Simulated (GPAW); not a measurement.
Wanted: an ASE script for a GPAW 26.7.0 run.

| Item | Value |
| --- | --- |
| Task | relaxation of cell and atoms |
| Functional | PBEsol |
| Potentials or basis | PAW data sets generated in the run's folder for this functional |
| Cutoff | 600 eV |
| Basis | pw |
| k mesh | 8 × 8 × 8 |
| Occupations | fermi-dirac, width 0.05 eV |
| Spin | no spin polarisation |
| Maxiter | 150 |
| Optimizer | LBFGS |
| Fmax | 0.02 eV/Å |
| Max steps | 100 |
| Convergence | density=1e-05 forces=0.0001 |

Crystal: InPd.

```
In Pd
1.0
     3.27188    0.00000    0.00000
     0.00000    3.27188    0.00000
     0.00000    0.00000    3.27188
In Pd
1 1
Direct
  0.00000 0.00000 0.00000
  0.50000 0.50000 0.50000
```

The cell comes from a database or a generator and needn't be the stable form of this composition.

These files were run (other wordings do the same):

run.py

```python
from ase import Atoms
from ase.filters import FrechetCellFilter
from ase.io import write
from ase.optimize import LBFGS
from gpaw import GPAW, PW, setup_paths

setup_paths.insert(0, '.')

atoms = Atoms(['In', 'Pd'],
              cell=[[3.27188478, 0.0, 0.0],
                    [0.0, 3.27188478, 0.0],
                    [0.0, 0.0, 3.27188478]],
              scaled_positions=[[0.0, 0.0, 0.0],
                                [0.5, 0.5, 0.5]],
              pbc=True)

calc = GPAW(mode=PW(600),
            xc='PBEsol',
            kpts={'size': (8, 8, 8), 'gamma': True},
            occupations={'name': 'fermi-dirac', 'width': 0.05},
            nbands=26,
            convergence={'density': 1e-05, 'forces': 0.0001},
            maxiter=150,
            txt='gpaw.txt')
atoms.calc = calc
opt = LBFGS(FrechetCellFilter(atoms), trajectory='relax.traj', logfile='-')
done = opt.run(fmax=0.02, steps=100)
calc.write('gs.gpw')
write('result.traj', atoms)
print('Converged:', done)
print('Cell:', atoms.cell.cellpar().round(4))
print('Volume:', round(atoms.get_volume(), 4))
print(atoms.get_scaled_positions().round(5))
```

Potentials or basis: PAW data sets generated in the run's folder for this functional, pw.

Run with:

```sh
$ gpaw-setup -f PBEsol In Pd
$ OMP_NUM_THREADS=1 python run.py
```

Results of the run:

```yaml
Relaxed_volume: 17.08 Å³/atom
Relaxed_cell: a = 3.245 Å, b = 3.245 Å, c = 3.245 Å, α = 90.00°, β = 90.00°, γ = 90.00°
Space_group_after_relaxing_to_0.05_Å: Pm-3m (No. 221)
Energy_gained_by_relaxing: 4.1 meV/atom
Ionic_steps: 3
Pressure_after_relaxing: 0.1 GPa
Band_gap_on_the_k_mesh: none (metal or under the smearing width)
```

Caveat: later steps reuse the first step's grids.

Wall time 81 s on 1 thread of Arm Neoverse N1, on a shared host, peak memory 0.19 GiB.
